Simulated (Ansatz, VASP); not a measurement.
**Cross-check of Zr (linear Zr chain) between VASP and Ansatz**

Aim: how closely do two programs agree when they are given the same cell, functional and k mesh? The structure shown is the end of the Ansatz relaxation below.

Method: plane waves, with VASP 6.6.1 beside it; single point at revPBE, in Ansatz 0.2.0.

### Step 1. Starting point

The cell holds 1 atom: 1 Zr. Its edges and angles: a = 7.500 Å, b = 7.500 Å, c = 2.561 Å, α = 90.0°, β = 90.0°, γ = 90.0°. Vacuum lies along a and b. The structure's axis is c.

### Step 2. Ansatz: relaxation, revPBE

Ansatz runs on its default PAW (the set named soft_2) files.

This run makes the geometry at which the two programs are then compared.

The input, input.yaml:

```yaml
crystal:
  lattice:
    - [7.5, 0.0, 0.0]
    - [0.0, 7.5, 0.0]
    - [0.0, 0.0, 3.255]
  atoms:
    - { symbol: Zr, position: [0.5, 0.5, 0.0], spin: 1.0 }
magnetization:
  spin_polarized: true
kpoints:
  mp_grid: { grid: [1, 1, 25] }
scf:
  occupations: { method: fermi_dirac, width: 0.05 }
hamiltonian:
  xc: revpbe
relax:
  cell: { fix: [a, b, alpha, beta, gamma] }
  max_steps: 60
```

Started as:

```bash
$ ansatz run input.yaml --threads 4 --pin off --max-ram 8192MiB --backend cpu --events-out ev --progress --plain --runs-dir out
```

Numbers of over 12 decimals in the logs are rounded to 6 here.

The log of the run:

```text
Engine: ansatz 0.2.0, x86_64-unknown-linux-gnu
Pseudopotentials: kind: paw
Pseudopotential: Zr, paw, valence charge 12, recommended cutoff 420 eV (normal), Zr.paw.azcp
Functional definition: revPBE
  parameter kappa = 1.245
  parameter beta = 0.066725
  exchange = pbe_x(kappa = kappa, mu = beta*pi^2/3)
  correlation = pbe_c(beta = beta)
Crystal: 1 atoms, lattice volume = 183.094 Å³
Basis set: ecut = 420 eV, 3587 PW (Γ), exchange–correlation on 108×108×48 points (8 copies of the dense FFT grid, shifted against one another)
Bands: 11, of which v1, the nominal top of the filled ones, is band 6 counted from 1 (5 counted from 0)
Symmetry: 16 space group operations
Space group: P4/mmm (ITA 123), of the structure as read, at distance tolerance 5.7e-5 Å
Magnetic group: BNS 123.339 (UNI 999), of the structure as read, at distance tolerance 5.7e-5 Å
k-points: 13 of 25
Non-local potential: Zr, projectors of the file, l = 0: 3, l = 1: 2, l = 2: 2, l = 3: 2
PAW form: soft (Blöchl's): semilocal exchange-correlation on the pseudo side does not see the compensation charge
PAW frozen core: Zr, regenerated for the run's functional, and the local potential with it (the file was generated under x = pbe(κ = 0.804, μ = 0.219515), c = pbe(β = 0.066725))
PAW one-centre angular grid: Zr, 590 points (default); XC on 64 Gauss nodes
Initial density: superposition of atomic densities (neutral atoms: chi_scale 0, normalization atom)
Starting moments: Σ|m| = 1 μB on 1 of 1 site
Initial wavefunctions: pseudopotential atomic-orbital guess
Functional: x = revpbe(κ = 1.245, μ = 0.219515), c = pbe(β = 0.066725)
SCF iter   1: F=—  HF=-4184.381169 eV  |F-HF|=—  |Δ(HF+E_count)|=         —  Δρ=9.25e-3 (↑9.25e-3 ↓8.97e-3)  dr2=1.23e0  dr2_m=3.76e-3  M=1.175 μB ∫|m|=1.175 μB  β_m=0.30  ethr=3.10e-3  ⟨swp⟩=4.6  Hψ=1551  notcnv=0
Mixer restart at iter 1: flushing history
preconditioner: auto → LDOS  [metal: Δε(μ)=0.009 eV  Ē_g=2.235 eV  σ=0.050 eV  W_gap=0.05  n_scr=12 (ndim 8)  ℏωp=5.5 eV  f_vac=0.510  D(μ)=6.14/eV (n_scr^D=42)]
spin=Collinear: LDOS preconditioning applied to the charge; magnetization (m = ρ↑ − ρ↓) channel mixes plain (no charge-response kernel on spin).
SCF iter   2: F=—  HF=-4184.351977 eV  |F-HF|=—  |Δ(HF+E_count)|=   2.92e-2  Δρ=6.23e-3 (↑6.23e-3 ↓6.13e-3)  dr2=5.96e-1  dr2_m=3.01e-3  M=1.232 μB ∫|m|=1.232 μB  β_m=0.58  ethr=3.10e-3  ⟨swp⟩=2.0  Hψ=595  notcnv=0
SCF iter   3: F=—  HF=-4184.290388 eV  |F-HF|=—  |Δ(HF+E_count)|=   6.16e-2  Δρ=3.31e-3 (↑3.31e-3 ↓2.94e-3)  dr2=4.41e-2  dr2_m=5.30e-3  M=1.489 μB ∫|m|=1.489 μB  β_m=0.79  ethr=3.10e-3  ⟨swp⟩=2.0  Hψ=487  notcnv=0
SCF iter   4: F=—  HF=-4184.584385 eV  |F-HF|=—  |Δ(HF+E_count)|=         —  Δρ=1.02e-2 (↑9.66e-3 ↓1.02e-2)  dr2=7.69e-2  dr2_m=1.41e-1  M=2.738 μB ∫|m|=2.738 μB  β_m=1.00  ethr=3.67e-4  ⟨swp⟩=3.2  Hψ=600  notcnv=0
Mixer restart at iter 4: flushing history
SCF iter   5: F=—  HF=-4184.551056 eV  |F-HF|=—  |Δ(HF+E_count)|=   3.33e-2  Δρ=1.64e-3 (↑1.64e-3 ↓1.36e-3)  dr2=1.41e-2  dr2_m=2.03e-3  M=2.879 μB ∫|m|=2.879 μB  β_m=0.79  ethr=4.17e-4  ⟨swp⟩=2.5  Hψ=619  notcnv=0
SCF iter   6: F=—  HF=-4184.564771 eV  |F-HF|=—  |Δ(HF+E_count)|=   1.37e-2  Δρ=8.00e-4 (↑8.00e-4 ↓5.83e-4)  dr2=2.56e-3  dr2_m=4.42e-4  M=2.931 μB ∫|m|=2.931 μB  β_m=0.90  ethr=1.17e-4  ⟨swp⟩=2.7  Hψ=599  notcnv=0  defer=1
SCF iter   7: F=—  HF=-4184.570393 eV  |F-HF|=—  |Δ(HF+E_count)|=   5.62e-3  Δρ=4.62e-4 (↑4.62e-4 ↓2.28e-4)  dr2=5.39e-4  dr2_m=1.10e-4  M=2.952 μB ∫|m|=2.952 μB  β_m=0.95  ethr=2.14e-5  ⟨swp⟩=2.6  Hψ=540  notcnv=0  defer=2
SCF iter   8: F=—  HF=-4184.571461 eV  |F-HF|=—  |Δ(HF+E_count)|=   1.07e-3  Δρ=3.76e-4 (↑3.76e-4 ↓7.00e-5)  dr2=1.13e-4  dr2_m=6.85e-5  M=2.957 μB ∫|m|=2.957 μB  β_m=0.97  ethr=4.49e-6  ⟨swp⟩=2.0  Hψ=512  notcnv=0  defer=2
SCF iter   9: F=—  HF=-4184.571969 eV  |F-HF|=—  |Δ(HF+E_count)|=   5.08e-4  Δρ=2.85e-4 (↑2.85e-4 ↓7.02e-5)  dr2=1.15e-4  dr2_m=3.96e-5  M=2.956 μB ∫|m|=2.956 μB  β_m=0.99  ethr=9.44e-7  ⟨swp⟩=2.2  Hψ=585  notcnv=0  defer=2
SCF iter  10: F=—  HF=-4184.572216 eV  |F-HF|=—  |Δ(HF+E_count)|=   2.47e-4  Δρ=1.59e-4 (↑1.59e-4 ↓3.57e-5)  dr2=2.65e-5  dr2_m=1.11e-5  M=2.956 μB ∫|m|=2.956 μB  β_m=0.68  ethr=9.44e-7  ⟨swp⟩=2.0  Hψ=462  notcnv=0  defer=2
SCF iter  11: F=—  HF=-4184.572359 eV  |F-HF|=—  |Δ(HF+E_count)|=   1.43e-4  Δρ=4.99e-5 (↑4.99e-5 ↓1.65e-5)  dr2=1.16e-5  dr2_m=1.11e-6  M=2.957 μB ∫|m|=2.957 μB  β_m=0.85  ethr=2.21e-7  ⟨swp⟩=2.6  Hψ=499  notcnv=0  defer=2
SCF iter  12: F=—  HF=-4184.572365 eV  |F-HF|=—  |Δ(HF+E_count)|=   5.67e-6  Δρ=1.56e-5 (↑1.56e-5 ↓7.27e-6)  dr2=3.37e-7  dr2_m=1.36e-7  M=2.957 μB ∫|m|=2.957 μB  β_m=0.93  ethr=9.71e-8  ⟨swp⟩=2.1  Hψ=371  notcnv=0  defer=2
SCF iter  13: F=—  HF=-4184.572366 eV  |F-HF|=—  |Δ(HF+E_count)|=   1.12e-6  Δρ=1.24e-5 (↑1.24e-5 ↓1.53e-6)  dr2=1.46e-7  dr2_m=6.57e-8  M=2.957 μB ∫|m|=2.957 μB  β_m=0.95  ethr=2.81e-9  ⟨swp⟩=2.8  Hψ=535  notcnv=0  defer=2
[...]
iter 8 did not close the SCF: its close was put off for a magnetic moment that had not settled (scf_convergence_deferred on its scf_iter line)
SCF iter   8: F=-4185.203200 eV  HF=-4185.203200 eV  |F-HF|=1.81e-7  |Δ(HF+E_count)|=   1.82e-6  Δρ=3.27e-6 (↑3.27e-6 ↓2.76e-6)  dr2=9.96e-8  dr2_m=2.59e-10  M=0.523 μB ∫|m|=0.523 μB  β_m=0.99  ethr=8.33e-10  ⟨swp⟩=3.2  Hψ=1137  notcnv=0
iter 9 did not close the SCF: its close was put off for a magnetic moment that had not settled (scf_convergence_deferred on its scf_iter line)
SCF iter   9: F=-4185.203200 eV  HF=-4185.203200 eV  |F-HF|=9.09e-9  |Δ(HF+E_count)|=   2.57e-7  Δρ=6.21e-7 (↑6.21e-7 ↓4.39e-7)  dr2=1.21e-9  dr2_m=1.01e-10  M=0.523 μB ∫|m|=0.523 μB  β_m=0.99  ethr=8.30e-10  ⟨swp⟩=2.5  Hψ=953  notcnv=0
SCF iter  10: F=-4185.203200 eV  HF=-4185.203200 eV  |F-HF|=2.07e-10  |Δ(HF+E_count)|=   1.17e-8  Δρ=1.37e-7 (↑1.37e-7 ↓1.19e-7)  dr2=4.58e-11  dr2_m=9.73e-12  M=0.523 μB ∫|m|=0.523 μB  ethr=1.01e-11  ⟨swp⟩=1.3  Hψ=872  notcnv=0
SCF 6 converged in 10 iterations: F = -4185.203200 eV  dr2 = 4.58e-11
relax step   6: F+E_penalty+E_count = -4185.20320009 eV  Δ(F+E_penalty+E_count) = -1.309e-2 eV  max|allowed force component| = 0.000e0 eV/Å  Δτ_max = 0.0000 Å  P = -0.059 GPa  Ω = 142.087 Å³  energy of the carried Pulay correction = +6.135e-4 eV  fix = [a, b, alpha, beta, gamma]  reactions: a -0.455, b -0.455 GPa  (10 SCF iters, dr2 threshold 1.00e-7 eV, accepted)
[...]
relax step   7: F+E_penalty+E_count = -4185.20769466 eV  Δ(F+E_penalty+E_count) = -4.495e-3 eV  max|allowed force component| = 0.000e0 eV/Å  Δτ_max = 0.0000 Å  P = -0.298 GPa  Ω = 144.043 Å³  energy of the carried Pulay correction = +5.809e-4 eV  fix = [a, b, alpha, beta, gamma]  reactions: a -0.457, b -0.457 GPa  (9 SCF iters, dr2 threshold 1.00e-7 eV, accepted)
[...]
relax step   8: F+E_penalty+E_count = -4185.20743107 eV  Δ(F+E_penalty+E_count) = +2.636e-4 eV  max|allowed force component| = 0.000e0 eV/Å  Δτ_max = 0.0000 Å  P = -0.299 GPa  Ω = 144.043 Å³  fix = [a, b, alpha, beta, gamma]  reactions: a -0.458, b -0.458 GPa  stress off target by 1.91e-2 GPa on what of the cell is left free  SCF on the basis re-selected at this cell (its energy is not comparable with the rows above)  (6 SCF iters)
basis re-selected at this cell: Δ(F+E_penalty+E_count) = +2.636e-4 eV, ΔP = -0.001 GPa vs the last step (what re-selecting the basis moved, of the pressure what is left beyond the Pulay correction that the steps carried, after the strain that the cell walked since its last selection, with what the two solves' SCF thresholds leave and, on support functions, any second-order correction that the steps lacked; it is no measure of the basis error at this ecutwfc). The dense FFT grid was sized anew with the basis: this SCF ran on 54×54×18 points, the steps before it on 54×54×24, so part of this shift can come from that change (see relax.cell in the input reference). [rest of the remark cut]
SCF converged after 6 iterations
Magnetization: 0.5147 μB (6.2574 up, 5.7426 down)
Absolute magnetization: 0.5149 μB (∫|ρ↑−ρ↓|, with the PAW one-centre terms)
Spin contamination: 0.0017 ħ² per cell (⟨S²⟩ above its minimum at these occupations)
Per-site moments (μB) at R_I (Å): [(0.221631, 1.056312)]
Free energy (F): -4185.207431 eV
Harris-Foulkes:  -4185.207431 eV  (|F-HF|=0.00e0)
Internal energy: -4185.187603 eV  (E = F + TS)
E sigma→0 (E₀):  -4185.197517 eV
Entropy (-TS):   -0.019828 eV (-19.828 meV/atom)
Fermi energy:    -0.514425 eV
--- Per-component energies (eV) ---
  E_band       = -271.899315
  E_kinetic    = 331.891170
  E_local      = -1974.494555  (includes V_loc(G=0)·N_el)
  E_nonlocal   = 83.350044
  E_hartree    = 777.624236
  E_xc         = -158.842893
  E_vxc        = -186.721786  (∫ρ·V_xc dr)
  E_paw        = -2959.741009  (= ΣΔE_a)
  E_vpaw       = -81.172576  (= ΣTr[D̂ρ^β])
  E_aug_tail   = 0.000027  (compensation charges beyond the density's cutoff)
  E_ewald      = -284.918740
  E_core_change = -0.055881  (= ΣΔE_core)
  E_smearing   = -0.019828  (= −TS)
  E_closure    = -0.000000  (closes the sum)
  Σ components = -4185.207431   (vs F -4185.207431, Δ=0.00e0)
--- Forces (eV/Å), atoms counted from 1 ---
  atom   1  Zr     0.00000000    -0.00000000     0.00000000
  max |Σ_I F_I| component: 6.31e-30 eV/Å
--- Stress (GPa, compression-positive) ---
       -0.457683       0.000000       0.000000
        0.000000      -0.457683       0.000000
        0.000000       0.000000       0.019103
  P = ⅓ Tr σ = -0.2988 GPa (-2.988 kbar)
--- Relaxed structure (7 steps of the walk, 7 accepted, 1 SCFs on fresh bases) ---
  F+E_penalty+E_count = -4185.20743107 eV   max|allowed force component| = 0.000e0 eV/Å   (the final SCF, on the basis selected at the relaxed cell)
  cell:  # Å, volume = 144.0426 Å³
    - [7.5, 0.0, 0.0]
    - [0.0, 7.5, 0.0]
    - [0.0, 0.0, 2.560757]
  atoms:
    - { symbol: Zr, position: [0.5, 0.5, 0.0] }
```

### Step 3. VASP: single point, revPBE

The same cell, functional, mesh and smearing now go to VASP, with its own data sets.

Lines of VASP's logs that name or quote its potential files are left out, and so is its time.

The input, INCAR:

```
SYSTEM = Zr
PREC = Accurate
ENCUT = 500
EDIFF = 1E-06
NELM = 200
ISMEAR = -1
SIGMA = 0.05
LREAL = .FALSE.
ALGO = Normal
GGA = RE
NBANDS = 13
ISPIN = 2
MAGMOM = 0.22
LASPH = .TRUE.
LMAXMIX = 4
LORBIT = 11
LWAVE = .FALSE.
LCHARG = .FALSE.
ISIF = 2
GGA_COMPAT = .FALSE.
```

The input, POSCAR:

```
Zr
1.0
    7.5000000000      0.0000000000      0.0000000000
    0.0000000000      7.5000000000      0.0000000000
    0.0000000000      0.0000000000      2.5607565737
Zr
1
Direct
    0.5000000000      0.5000000000      0.0000000000
```

The input, KPOINTS:

```
Automatic mesh
0
Gamma
1 1 25
0 0 0
```

Potentials, in the order of the species: Zr_sv (PBE family, release 64).

Started as:

```bash
$ mpirun -np 1 vasp_std
```

The log of the run:

```text
[banner, memory and clock lines left out]
running    1 mpi-ranks, on    1 nodes
 distrk:  each k-point on    1 cores,    1 groups
 distr:  one band on    1 cores,    1 groups

 POSCAR found type information on POSCAR Zr
 POSCAR found :  1 types and       1 ions
|                                                                             |
|               ----> ADVICE to this user running VASP <----                  |
|                                                                             |
|     You enforced a specific xc type in the INCAR file but a different       |
|     [... a line on the potential file left out ...]
|     I HOPE YOU KNOW WHAT YOU ARE DOING!                                     |
|                                                                             |

 LDA part: xc-table for (Slater+PW92), standard interpolation
 POSCAR, INCAR and KPOINTS ok, starting setup
 FFT: planning ... GRIDC
 FFT: planning ... GRID_SOFT
 FFT: planning ... GRID
 WAVECAR not read
 entering main loop
       N       E                     dE             d eps       ncg     rms          rms(c)
DAV:   1     0.454789957202E+02    0.45479E+02   -0.59094E+03   996   0.639E+02
DAV:   2    -0.615713404352E-01   -0.45541E+02   -0.42247E+02   930   0.156E+02
DAV:   3    -0.509712000466E+01   -0.50355E+01   -0.48110E+01  1165   0.311E+01
DAV:   4    -0.525036723970E+01   -0.15325E+00   -0.15093E+00   819   0.578E+00
DAV:   5    -0.525716016200E+01   -0.67929E-02   -0.67913E-02  1035   0.994E-01    0.834E+00
DAV:   6    -0.475208925882E+01    0.50507E+00   -0.38904E-01   721   0.518E+00    0.429E+00
DAV:   7    -0.467006677238E+01    0.82022E-01   -0.21018E-01   761   0.382E+00    0.110E+00
DAV:   8    -0.467803257677E+01   -0.79658E-02   -0.11613E-02   854   0.816E-01    0.671E-01
DAV:   9    -0.468284728783E+01   -0.48147E-02   -0.30080E-03   749   0.379E-01    0.341E-01
DAV:  10    -0.468827963725E+01   -0.54323E-02   -0.51437E-03   691   0.528E-01    0.125E-01
DAV:  11    -0.468933136997E+01   -0.10517E-02   -0.28336E-03   696   0.241E-01    0.548E-02
DAV:  12    -0.468982775986E+01   -0.49639E-03   -0.88561E-04   716   0.164E-01    0.255E-02
DAV:  13    -0.469003101499E+01   -0.20326E-03   -0.26933E-04   810   0.768E-02    0.192E-02
DAV:  14    -0.469020480513E+01   -0.17379E-03   -0.14247E-04   711   0.528E-02    0.998E-03
DAV:  15    -0.469027794306E+01   -0.73138E-04   -0.87757E-05   826   0.371E-02    0.679E-03
DAV:  16    -0.469030689404E+01   -0.28951E-04   -0.40823E-05   710   0.297E-02    0.458E-03
DAV:  17    -0.469032519168E+01   -0.18298E-04   -0.49448E-05   681   0.407E-02    0.263E-03
DAV:  18    -0.469032189300E+01    0.32987E-05   -0.47732E-05   686   0.380E-02    0.161E-03
DAV:  19    -0.469032094133E+01    0.95167E-06   -0.12882E-05   644   0.196E-02    0.815E-04
DAV:  20    -0.469032496714E+01   -0.40258E-05   -0.16469E-05   654   0.229E-02    0.402E-04
DAV:  21    -0.469032465918E+01    0.30795E-06   -0.30893E-05   652   0.308E-02    0.369E-04
DAV:  22    -0.469032195022E+01    0.27090E-05   -0.17341E-05   644   0.229E-02    0.199E-04
DAV:  23    -0.469032137325E+01    0.57697E-06   -0.58513E-06   664   0.134E-02
   1 F= -.46903214E+01 E0= -.46803867E+01  d E =-.198693E-01  mag=     0.5212
```

Parts of OUTCAR (step 3):

```text
ion  position               nearest neighbor table
   1  0.500  0.500  0.000-

  LATTYP: Found a simple tetragonal cell.
 ALAT       =     7.5000000000
 C/A-ratio  =     0.3414342098

 Subroutine GETGRP returns: Found 16 space group operations
 (whereof 16 operations were pure point group operations)

The static configuration has the point symmetry D_4h.

 Found     13 irreducible k-points:

   k-points           NKPTS =     13   k-points in BZ     NKDIM =     13   number of bands    NBANDS=     13

   dimension x,y,z NGX =    56 NGY =   56 NGZ =   20
   dimension x,y,z NGXF=   112 NGYF=  112 NGZF=   40

   ENCUT  =  500.0 eV  36.75 Ry    6.06 a.u.  13.67 13.67  4.67*2*pi/ulx,y,z

   NELECT =      12.0000    total number of electrons

 k-points in reciprocal lattice and weights: Automatic mesh
   0.00000000  0.00000000  0.00000000       0.040
   0.00000000  0.00000000  0.04000000       0.080
   0.00000000  0.00000000  0.08000000       0.080
   0.00000000  0.00000000  0.12000000       0.080
   0.00000000  0.00000000  0.16000000       0.080
   0.00000000  0.00000000  0.20000000       0.080
   0.00000000  0.00000000  0.24000000       0.080
   0.00000000  0.00000000  0.28000000       0.080
   0.00000000  0.00000000  0.32000000       0.080
   0.00000000  0.00000000  0.36000000       0.080
   0.00000000  0.00000000  0.40000000       0.080
   0.00000000  0.00000000  0.44000000       0.080
   0.00000000  0.00000000  0.48000000       0.080

 average (electrostatic) potential at core
       1 -85.3795

 E-fermi :  -1.3281

 spin component 1
 k-point     1 :       0.0000    0.0000    0.0000
  band No.  band energies     occupation
    ...
      4     -26.8326      1.00000
      5      -3.9225      1.00000
      6      -2.6180      1.00000
      7      -1.6539      0.99852
      8      -1.3407      0.56256
      9       0.1288      0.00000
     10       0.1288      0.00000
     11       2.2344      0.00000
     12       3.1110      0.00000
     13       3.9068      0.00000

 k-point     2 :       0.0000    0.0000    0.0400
  band No.  band energies     occupation
    ...
      3     -29.0286      1.00000
      4     -26.8868      1.00000
      5      -3.8187      1.00000
      6      -2.5652      1.00000
      7      -1.6291      0.99758
      8      -1.3167      0.44299
      9       0.1142      0.00000
     10       0.1142      0.00000
     11       2.2695      0.00000
     12       3.1421      0.00000
    ...

 k-point     3 :       0.0000    0.0000    0.0800
  band No.  band energies     occupation
    ...
      3     -29.0107      1.00000
      4     -27.0441      1.00000
      5      -3.5263      1.00000
      6      -2.3948      1.00000
      7      -1.5554      0.98949
      8      -1.2452      0.15991
      9       0.0576      0.00000
     10       0.0576      0.00000
     11       2.3745      0.00000
     12       3.2381      0.00000
    ...

 k-point     4 :       0.0000    0.0000    0.1200
  band No.  band energies     occupation
    ...
      3     -28.9821      1.00000
      4     -27.2894      1.00000
      5      -3.1103      1.00000
      6      -2.0617      1.00000
      7      -1.4346      0.89373
      8      -1.1281      0.01797
      9      -0.0768      0.00000
     10      -0.0768      0.00000
     11       2.5495      0.00000
     12       3.1192      0.00000
    ...

 k-point     5 :       0.0000    0.0000    0.1600
  band No.  band energies     occupation
    ...
      2     -28.9444      1.00000
      3     -28.9444      1.00000
      4     -27.6009      1.00000
      5      -2.6705      1.00000
      6      -1.4978      0.96752
      7      -1.2701      0.23856
      8      -0.9687      0.00075
      9      -0.3278      0.00000
     10      -0.3278      0.00000
     11       2.7945      0.00000
    ...

 k-point     6 :       0.0000    0.0000    0.2000
  band No.  band energies     occupation
      1     -50.6355      1.00000
      2     -28.8997      1.00000
      3     -28.8997      1.00000
      4     -27.9538      1.00000
      5      -2.2523      1.00000
      6      -1.0670      0.00537
      7      -0.7720      0.00001
      8      -0.7003      0.00000
      9      -0.6975      0.00000
     10      -0.6975      0.00000
    ...

  Total       -0.4179432     -0.4179432      0.0655646      0.0000000     -0.0000000      0.0000000
  in kB       -4.6487588     -4.6487588      0.7292714      0.0000000     -0.0000000      0.0000000
  external PRESSURE =      -2.8560821 kB  Pullay stress =       0.0000000 kB

  energy-cutoff  :      500.00
  volume of cell :      144.04
      direct lattice vectors                 reciprocal lattice vectors
     7.500000000  0.000000000  0.000000000     0.133333333  0.000000000  0.000000000
     0.000000000  7.500000000  0.000000000     0.000000000  0.133333333  0.000000000
     0.000000000  0.000000000  2.560756574     0.000000000  0.000000000  0.390509590

 POSITION                                       TOTAL-FORCE (eV/Angst)
 -----------------------------------------------------------------------------------
      3.75000      3.75000      0.00000         0.000000      0.000000      0.000000
 -----------------------------------------------------------------------------------
    total drift:                                0.000000      0.000000      0.000000

  FREE ENERGIE OF THE ION-ELECTRON SYSTEM (eV)
  ---------------------------------------------------
  free  energy   TOTEN  =        -4.6903213733 eV

  energy  without entropy=       -4.6704520654  energy(sigma->0) =       -4.68038672

 total charge
# of ion       s       p       d       tot
------------------------------------------
    1        2.232   5.880   1.936  10.049

 magnetization (x)
# of ion       s       p       d       tot
------------------------------------------
    1        0.010   0.003   0.282   0.294

[... 6 further parts left out ...]
```

The PAW data sets were made with PBE, which is usual practice but a small mismatch for other functionals.

### Step 4. Side by side

Known differences besides the potentials themselves: VASP starts from the moments at which Ansatz ended; the cutoff is 420 eV in Ansatz and 500 eV in VASP; Ansatz makes its cores anew for this functional, VASP keeps those of its PBE data sets; Ansatz's pressure holds a Pulay correction, VASP's none; site moments are counted in spheres of each program's own size. Total energies have different zeros and are not compared.

Compared:

| quantity | Ansatz | VASP | difference |
| --- | --- | --- | --- |
| pressure (GPa) | -0.30 | -0.29 | -0.01 |
| total moment (μB) | 0.51 | 0.52 | -0.01 |
| moment on Zr1 (μB) | 0.22 | 0.29 | -0.07 |

### Step 5. Outcome

| Property | Result |
| --- | --- |
| difference in total moment (single point, revPBE) | -0.0065 μB |

**Reading.** The difference in total moment is -0.0065 μB (single point, revPBE). How closely two codes agree says nothing of how well the functional describes the real material.

[Lines on the potential files, build, host, timing and source positions are cut from VASP's logs without a mark.]

[Logs are printed without paths, hosts, clocks, repeated set-up lines and the standing remarks that a program may print on its own settings, such as how far it seeks lower states.]

[Hosts, paths, dates, database ids (printed as entryN), source tags and the programs' standing remarks are cut or masked in the printed files.]
